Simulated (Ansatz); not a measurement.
## Ti$_{3}$Si: do energies and stresses tell the same story?

All numbers below come from DFT r2SCAN, scalar-relativistic, plane waves, PAW (Ansatz 0.2.0).

Settings: cutoff 500 eV, Γ-centred mesh 6×6×8 on the computed 8-atom cell, Gaussian smearing of 0.10 eV; no spin polarisation.

Relaxed cell: P6_3/mmc, a = 5.629 Å, b = 5.629 Å, c = 4.504 Å, α = 90.00°, β = 90.00°, γ = 120.00°, 8 atoms in the primitive cell. Whether it is the stable form of this composition wasn't checked.

Energies at zero smearing and pressures from the stress tensor, at volumes with shape and atoms relaxed:
```
V (Å³/atom) E − E(first) (meV/atom) P (GPa)
     13.593                     0.00    23.23
     14.056                   -56.73    16.16
     14.520                   -94.34     9.99
     14.983                  -115.24     4.63
     15.446                  -121.75     0.00
     15.910                  -115.79    -4.00
     16.373                   -99.07    -7.44
     16.991                   -62.60   -11.30
```

Problem. Check P = −dE/dV between neighbouring volumes, and get the bulk modulus from the pressures alone.

Solution. With 1 eV/Å³ = 160.2 GPa:
```json
{"middle V (Å³/atom)": "13.825", "−ΔE/ΔV (GPa)": "19.616", "mean P (GPa)": "19.692"}
{"middle V (Å³/atom)": "14.288", "−ΔE/ΔV (GPa)": "13.001", "mean P (GPa)": "13.071"}
{"middle V (Å³/atom)": "14.751", "−ΔE/ΔV (GPa)": "7.228", "mean P (GPa)": "7.309"}
{"middle V (Å³/atom)": "15.215", "−ΔE/ΔV (GPa)": "2.249", "mean P (GPa)": "2.316"}
{"middle V (Å³/atom)": "15.678", "−ΔE/ΔV (GPa)": "-2.060", "mean P (GPa)": "-2.000"}
{"middle V (Å³/atom)": "16.142", "−ΔE/ΔV (GPa)": "-5.780", "mean P (GPa)": "-5.721"}
{"middle V (Å³/atom)": "16.682", "−ΔE/ΔV (GPa)": "-9.458", "mean P (GPa)": "-9.374"}
```

The two differ by 0.08 GPa at most. The mean of two end pressures misses the average over a step by about ΔV² P″/12, up to 0.08 GPa here; with that taken off 0.02 GPa remains. Around V = 15.446 Å³/atom, the two neighbours give B = −V ΔP/ΔV = 15.446 × 8.63 / 0.927 = 143.8 GPa, against B0 = 143.0 GPa from the Birch–Murnaghan fit of the energies.